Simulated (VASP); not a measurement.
# Ru (P6_3/mmc) in VASP: further runs

Aim: see how the results for Ru move with the level of theory and the settings. Levels: PBE, PBE+D3(BJ). Tasks: relaxation of cell and atoms.

Program: VASP 6.6.1. These are calculated values, not measurements. Logs are shortened: lines on timing, memory, paths and dates and some standing lists are left out, and cuts for length are marked.

**1. The structure**

It takes space group P6_3/mmc (No. 194, hexagonal). The conventional cell has a = 2.706 Å, b = 2.706 Å, c = 4.282 Å, α = 90.00°, β = 90.00°, γ = 120.00°. Around Ru (site symmetry -6m2) lie 12 Ru at 2.65 to 2.71 Å.

**2. Relaxation of cell and atoms, PBE**

File INCAR:

```
ALGO = Normal
EDIFF = 1E-6
EDIFFG = -0.01
ENCUT = 600
GGA = PE
IBRION = 2
ISIF = 3
ISMEAR = 1
KPAR = 2
LASPH = T
LCHARG = F
LREAL = F
LWAVE = F
NELM = 80
NSW = 90
PREC = Accurate
SIGMA = 0.1
```

File KPOINTS:

```
k-points
0
Gamma
  15 15 9
```

File POSCAR:

```
Ru
1.0
    2.7058000000      0.0000000000      0.0000000000
   -1.3529000000      2.3432915376      0.0000000000
    0.0000000000      0.0000000000      4.2819000000
Ru
2
Direct
    0.3333333333      0.6666666667      0.2500000000
    0.6666666667      0.3333333333      0.7500000000
```

Potentials or basis: VASP PAW PBE potentials, release 64 (Ru_pv).

Launch:

```console
> cat potpaw_PBE.64/Ru_pv/POTCAR > POTCAR
> mpirun -np 2 vasp_std > vasp.out
```

OUTCAR:

```text
EDIFF = 1E-6
   EDIFFG = -0.01
   ENCUT = 600
   GGA = PE
   IBRION = 2
   ISIF = 3
   ISMEAR = 1
   LASPH = T
   LREAL = F
   NELM = 80
   NSW = 90
   PREC = Accurate

 ion  position               nearest neighbor table
   1  0.333  0.667  0.250-   2 2.65   2 2.65   2 2.65   2 2.65   2 2.65   2 2.65
   2  0.667  0.333  0.750-   1 2.65   1 2.65   1 2.65   1 2.65   1 2.65   1 2.65

  LATTYP: Found a hexagonal cell.
 ALAT       =     2.7058000000
 C/A-ratio  =     1.5824894671

  Lattice vectors:

 A1 = (   2.7058000000,   0.0000000000,   0.0000000000)
 A2 = (  -1.3529000000,   2.3432915376,   0.0000000000)
 A3 = (   0.0000000000,   0.0000000000,   4.2819000000)

Analysis of symmetry for initial positions (statically):
=====================================================================
 Subroutine PRICEL returns:
 Original cell was already a primitive cell.

 Routine SETGRP: Setting up the symmetry group for a
 hexagonal supercell.

 Subroutine GETGRP returns: Found 24 space group operations
 (whereof 12 operations were pure point group operations)
 out of a pool of 24 trial point group operations.

The static configuration has the point symmetry D_3d.
 The point group associated with its full space group is D_6h.

Analysis of symmetry for dynamics (positions and initial velocities):
=====================================================================
 Subroutine PRICEL returns:
 Original cell was already a primitive cell.

 Routine SETGRP: Setting up the symmetry group for a
 hexagonal supercell.

 Subroutine GETGRP returns: Found 24 space group operations
 (whereof 12 operations were pure point group operations)
 out of a pool of 24 trial point group operations.

The dynamic configuration has the point symmetry D_3d.
 The point group associated with its full space group is D_6h.

 Subroutine INISYM returns: Found 24 space group operations
 (whereof 12 operations are pure point group operations),
 and found     1 'primitive' translations

----------------------------------------------------------------------------------------

                                     Primitive cell

  volume of cell :      27.1493

  direct lattice vectors                    reciprocal lattice vectors
     2.705800000  0.000000000  0.000000000     0.369576465  0.213375072  0.000000000
    -1.352900000  2.343291538  0.000000000     0.000000000  0.426750144  0.000000000
     0.000000000  0.000000000  4.281900000     0.000000000  0.000000000  0.233541185

  length of vectors
     2.705800000  2.705800000  4.281900000     0.426750144  0.426750144  0.233541185

  position of ions in fractional coordinates (direct lattice)
     0.333333333  0.666666667  0.250000000
     0.666666667  0.333333333  0.750000000

  ion indices of the primitive-cell ions
   primitive index   ion index
                 1           1
                 2           2

----------------------------------------------------------------------------------------

 KPOINTS: k-points

Automatic generation of k-mesh.
 Grid dimensions read from file:
 generate k-points for:   15   15    9

 Generating k-lattice:

  Cartesian coordinates                     Fractional coordinates (reciprocal lattice)
     0.024638431  0.014225005  0.000000000     0.066666667  0.000000000  0.000000000
     0.000000000  0.028450010  0.000000000     0.000000000  0.066666667  0.000000000
     0.000000000  0.000000000  0.025949021     0.000000000  0.000000000  0.111111111

  Length of vectors
     0.028450010  0.028450010  0.025949021

  Shift w.r.t. Gamma in fractional coordinates (k-lattice)
     0.000000000  0.000000000  0.000000000

 Subroutine IBZKPT returns following result:
 ===========================================

 Found    135 irreducible k-points:

 Following reciprocal coordinates:
            Coordinates               Weight
  0.000000  0.000000  0.000000      1.000000
  0.066667  0.000000  0.000000      6.000000
  0.133333  0.000000  0.000000      6.000000
  0.200000  0.000000  0.000000      6.000000
  0.266667  0.000000  0.000000      6.000000
  0.333333  0.000000  0.000000      6.000000
[... 16 lines left out ...]
  0.333333  0.200000  0.000000     12.000000
  0.400000  0.200000  0.000000      6.000000
 [... further k-points ...]
   k-points           NKPTS =    135   k-points in BZ     NKDIM =    135   number of bands    NBANDS=     18
   number of dos      NEDOS =    301   number of ions     NIONS =      2
   total plane-waves  NPLWV =  20736
   dimension x,y,z NGX =    24 NGY =   24 NGZ =   36
   dimension x,y,z NGXF=    48 NGYF=   48 NGZF=   72
   ions per type =               2
   NGX,Y,Z   is equivalent  to a cutoff of  14.75, 14.75, 13.98 a.u.
   NGXF,Y,Z  is equivalent  to a cutoff of  29.49, 29.49, 27.95 a.u.
 SYSTEM =  unknown system
   PREC   = accura    normal or accurate (medium, high low for compatibility)
   ISTART =      0    job   : 0-new  1-cont  2-samecut
   ICHARG =      2    charge: 1-file 2-atom 10-const
   ISPIN  =      1    spin polarized calculation?
   LNONCOLLINEAR =      F non collinear calculations
   LSORBIT =      F    spin-orbit coupling
   LASPH  =      T    aspherical Exc in radial PAW
   ENCUT  =  600.0 eV  44.10 Ry    6.64 a.u.   5.40  5.40  8.55*2*pi/ulx,y,z
   NELM   =     80;   NELMIN=  2; NELMDL= -5     # of ELM steps
   EDIFF  = 0.1E-05   stopping-criterion for ELM
   LREAL  =      F    real-space projection
   EDIFFG = -.1E-01   stopping-criterion for IOM
   NSW    =     90    number of steps for IOM
   IBRION =      2    ionic relax: 0-MD 1-quasi-New 2-CG
   NFREE  =      1    steps in history (QN), initial steepest desc. (CG)
   ISIF   =      3    stress and relaxation
   ISYM   =      2    0-nonsym 1-usesym 2-fastsym
   POTIM  = 0.5000    time-step for ionic-motion
   TEBEG  =    0.0;   TEEND  =   0.0 temperature during run
   PSTRESS=    0.0 pullay stress
   NELECT =      28.0000    total number of electrons
   NUPDOWN=      -1.0000    fix difference up-down
   EMIN   =  10.00;   EMAX   =-10.00  energy-range for DOS
   EFERMI =   0.00;   METHOD = LEGACY
   ISMEAR =     1;   SIGMA  =   0.10  broadening in eV -4-tet -1-fermi 0-gaus
   EFERMI_NEDOS =   21; number of points for ismear=-14 and -15
   IALGO  =     38    algorithm
   IMIX   =      4    mixing-type and parameters
     AMIX     =   0.40;   BMIX     =  1.00
     AMIX_MAG =   1.60;   BMIX_MAG =  1.00
  volume/ion in A,a.u.               =      13.57        91.61
  Fermi-wavevector in a.u.,A,eV,Ry     =   1.654022  3.125649 37.222674  2.735789
  Thomas-Fermi vector in A             =   2.742361
   LORBIT       =      0    0 simple, 1 ext, 2 COOP (PROOUT), +10 PAW based schemes
   GGA     = PE    functional components
   LHFCALC =     F    Hartree Fock is set to
   AEXX    =    0.0000 exact exchange contribution
   IVDW    =     0    specifies the selected vdW correction
   LEPSILON=     F    determine dielectric tensor
   LRPA    =     F    only Hartree local field effects (RPA)
 conjugate gradient relaxation of ions
 non-spin polarized calculation
 Methfessel and Paxton  Order N= 1 SIGMA  =   0.10
  energy-cutoff  :      600.00
  volume of cell :       27.15
 maximum number of plane-waves:       935
 NGX is ok and might be reduce to    24
   NGX = 11   NGY = 11   NGZ = 17

--------------------------------------- Ionic step        1  -------------------------------------------

 number of electron      28.0000002 magnetization

 Free energy of the ion-electron system (eV)
  ---------------------------------------------------
  ext. energy  EPLUGINS =         0.00000000
  ---------------------------------------------------
  free energy    TOTEN  =       -18.46762699 eV

  energy without entropy =      -18.46621697  energy(sigma->0) =      -18.46715699

------------------------ aborting loop because EDIFF is reached ----------------------------------------

  FORCE on cell =-STRESS in cart. coord.  units (eV):
  Direction    XX          YY          ZZ          XY          YZ          ZX
  --------------------------------------------------------------------------------------
  -------------------------------------------------------------------------------------
  Total        0.7186738      0.7186738      0.7494484      0.0000000     -0.0000000      0.0000000
  in kB       42.4115237     42.4115237     44.2276389      0.0000000     -0.0000000      0.0000000
  external PRESSURE =      43.0168954 kB  Pullay stress =       0.0000000 kB
[... 93 lines left out ...]
  energy  without entropy=      -18.4710173618  energy(sigma->0) =      -18.47192989

--------------------------------------- Ionic step        4  -------------------------------------------

 number of electron      28.0000004 magnetization

 Free energy of the ion-electron system (eV)
  ---------------------------------------------------
  ext. energy  EPLUGINS =         0.00000000
  ---------------------------------------------------
  free energy    TOTEN  =       -18.47238629 eV

  energy without entropy =      -18.47101728  energy(sigma->0) =      -18.47192995

 E-fermi :  12.5823     XC(G=0): -14.0399

 val. band max:       12.5815411380   @ k =   0.2667   0.0000   0.3333
 cond. band min:      12.6097973415   @ k =   0.4667   0.0667   0.3333
 fundamental gap:      0.0282562035
 Fermi energy:        12.5822504710

 k-point     1 :       0.0000    0.0000    0.0000
  band No.  band energies     occupation
      1     -30.9952      2.00000
      2     -30.1074      2.00000
      3     -30.1074      2.00000
      4     -29.9442      2.00000
      5     -29.9442      2.00000
      6     -29.9006      2.00000
[... 10 lines left out ...]
     17      13.7618     -0.00000
     18      13.8833     -0.00000
[... 466 lines left out ...]
      2     -30.5701      2.00000
      3     -30.4600      2.00000
      4     -30.4543      2.00000
      5     -30.2394      2.00000
      6     -30.2202      2.00000
[... 10 lines left out ...]
     17      17.8707      0.00000
     18      19.3056      0.00000

 [... further k-points ...]
[... 5 lines left out ...]
  --------------------------------------------------------------------------------------
  -------------------------------------------------------------------------------------
  Total        0.0100894      0.0100894     -0.0169143      0.0000000     -0.0000000      0.0000000
  in kB        0.5876461      0.5876461     -0.9851481      0.0000000     -0.0000000      0.0000000
  external PRESSURE =       0.0633814 kB  Pullay stress =       0.0000000 kB
[... 17 lines left out ...]
  FREE ENERGIE OF THE ION-ELECTRON SYSTEM (eV)
  ---------------------------------------------------
  free  energy   TOTEN  =       -18.4723862863 eV

  energy  without entropy=      -18.4710172836  energy(sigma->0) =      -18.47192995

 reached required accuracy - stopping structural energy minimisation
```

Run time: 54 s. Hardware: 2 MPI ranks of Intel Xeon Platinum 8488C (Sapphire Rapids), shared host; peak memory 0.19 GiB.

What came out:

| Quantity | Value |
| --- | --- |
| Free energy | -18.4724 eV |
| Relaxed volume | 13.75 Å³/atom |
| Relaxed cell | a = 2.718 Å, b = 2.718 Å, c = 4.301 Å, α = 90.00°, β = 90.00°, γ = 120.00° |
| Space group after relaxing (to 0.05 Å) | P6_3/mmc (No. 194) |
| Energy gained by relaxing | 2.4 meV/atom |
| Ionic steps | 4 |
| Pressure after relaxing | 0.0 GPa |
| Band gap on the k mesh | none (metal or under the smearing width) |

Step by step:
| step | energy change (eV) | largest force (eV/Å) | pressure (GPa) | volume (Å³) |
| --- | --- | --- | --- | --- |
| 1 | 0.0000 | 0.0000 | 4.30 | 27.15 |
| 2 | 0.0350 | 0.0000 | -11.17 | 28.61 |
| 3 | -0.0048 | 0.0000 | -0.04 | 27.52 |
| 4 | -0.0048 | 0.0000 | 0.01 | 27.51 |

Final structure:
```xyz
2
Lattice="2.7175 0.0000 0.0000 -1.3588 2.3534 0.0000 0.0000 0.0000 4.3012" Properties=species:S:1:pos:R:3 pbc="T T T"
Ru    0.0000    1.5690    1.0753
Ru    1.3588    0.7845    3.2259
```

PBE usually gives volumes a little too large and moduli too small. Zero-point motion and thermal expansion aren't in these numbers.

**3. Relaxation of cell and atoms, PBE**

This run uses another cell than the first one, of 13.75 Å³/atom, 1.013 times its volume.

INCAR, as its differences from that of step 2:

```diff
@@ -1,4 +1,4 @@
 ALGO = Normal
-EDIFF = 1E-6
-EDIFFG = -0.01
+EDIFF = 1E-7
+EDIFFG = -0.005
 ENCUT = 600
```

KPOINTS is that of step 2.

File POSCAR:

```
Ru                                      
1.0
    2.7175038146     -0.0000000000      0.0000000000
   -1.3587519073      2.3534273384      0.0000000000
   -0.0000000000     -0.0000000000      4.3012142630
  Ru            
     2
Direct
     0.3333333332999970    0.6666666667000030    0.2500000000000000
     0.6666666667000030    0.3333333332999970    0.7500000000000000
```

Potentials or basis: VASP PAW PBE potentials, release 64 (Ru_pv).

Launch:

```console
> cat potpaw_PBE.64/Ru_pv/POTCAR > POTCAR
> mpirun -np 2 vasp_std > vasp.out
```

Wall time 43 s (2 MPI ranks of Intel Xeon Platinum 8488C (Sapphire Rapids), shared host); peak memory 0.19 GiB.

The run converged. Its results:

```yaml
Free_energy: -18.4728 eV
Relaxed_volume: 13.76 Å³/atom
Relaxed_cell: a = 2.718 Å, b = 2.718 Å, c = 4.301 Å, α = 90.00°, β = 90.00°, γ = 120.00°
Space_group_after_relaxing_to_0.05_Å: P6_3/mmc (No. 194)
Energy_gained_by_relaxing: 0.0 meV/atom
Ionic_steps: 3
Pressure_after_relaxing: 0.0 GPa
Band_gap_on_the_k_mesh: none (metal or under the smearing width)
```

Final structure:
```
Ru
1.0
     2.71795    0.00000    0.00000
    -1.35897    2.35381    0.00000
     0.00000    0.00000    4.30057
Ru
2
Direct
  0.33333 0.66667 0.25000
  0.66667 0.33333 0.75000
```

Levels at points of the mesh, in eV from the Fermi level:
```
           k point  band 12  band 13  band 14  band 15  band 16  band 17
(0.00, 0.00, 0.00)    -1.86    -1.86    -1.34    -1.34     1.18     1.18
```

**4. Relaxation of cell and atoms, PBE+D3(BJ)**

File INCAR:

```
SYSTEM = Ru
ALGO = Normal ; EDIFF = 1E-6
EDIFFG = -0.01 ; ENCUT = 600
GGA = PE ; IBRION = 2
ISIF = 3 ; ISMEAR = 1
IVDW = 12 ; LASPH = .TRUE.
LCHARG = .FALSE. ; LREAL = .FALSE.
LWAVE = .FALSE. ; NELM = 80
NSW = 90 ; PREC = Accurate
SIGMA = 0.1
```

File KPOINTS:

```
k-points
0
G
  15 15 9
  0 0 0
```

File POSCAR:

```
Ru
1.0
    2.7058000000      0.0000000000      0.0000000000
   -1.3529000000      2.3432915376      0.0000000000
    0.0000000000      0.0000000000      4.2819000000
Ru
2
Direct
    0.3333333333      0.6666666667      0.2500000000
    0.6666666667      0.3333333333      0.7500000000
```

Launch:

```console
> cat potpaw_PBE.64/Ru_pv/POTCAR > POTCAR
> mpirun -np 1 vasp_std > vasp.out
```

Wall time 83 s (1 thread of Intel Xeon Platinum 8488C (Sapphire Rapids), shared host); peak memory 0.22 GiB.

Results (log left out):

```yaml
Free_energy: -19.7190 eV
Relaxed_volume: 13.43 Å³/atom
Relaxed_cell: a = 2.695 Å, b = 2.695 Å, c = 4.271 Å, α = 90.00°, β = 90.00°, γ = 120.00°
Space_group_after_relaxing_to_0.05_Å: P6_3/mmc (No. 194)
Energy_gained_by_relaxing: 1.5 meV/atom
Ionic_steps: 5
Pressure_after_relaxing: 0.0 GPa
Band_gap_on_the_k_mesh: none (metal or under the smearing width)
Dispersion_energy_per_atom: -0.631 eV
```

Stress tensor (GPa, compression positive):
```
 0.09  0.00  0.00
 0.00  0.09  0.00
 0.00  0.00 -0.06
```

The path:
```csv
step,energy change (eV),largest force (eV/Å),pressure (GPa),volume (Å³)
1,0.0000,0.0000,-3.37,27.15
2,0.0255,0.0000,11.40,26.04
3,-0.0030,0.0000,-0.04,26.87
4,-0.0030,0.0000,0.03,26.87
5,-0.0030,0.0000,0.04,26.87
```

Final structure:
```
CELL_PARAMETERS angstrom
2.69528 0.00000 0.00000
-1.34764 2.33418 0.00000
0.00000 0.00000 4.27056
ATOMIC_POSITIONS crystal
Ru 0.33333 0.66667 0.25000
Ru 0.66667 0.33333 0.75000
```

Levels at points of the mesh, in eV from the Fermi level:
| k point | band 11 | band 12 | band 13 | band 14 | band 15 | band 16 | band 17 | band 18 |
| --- | --- | --- | --- | --- | --- | --- | --- | --- |
| (0.00, 0.00, 0.00) | -2.45 | -1.93 | -1.93 | -1.38 | -1.38 | 1.22 | 1.22 | 1.32 |

Caveat: pairwise dispersion overbinds metals, which lowers pressure and volume.

[end of part 1 of 2]
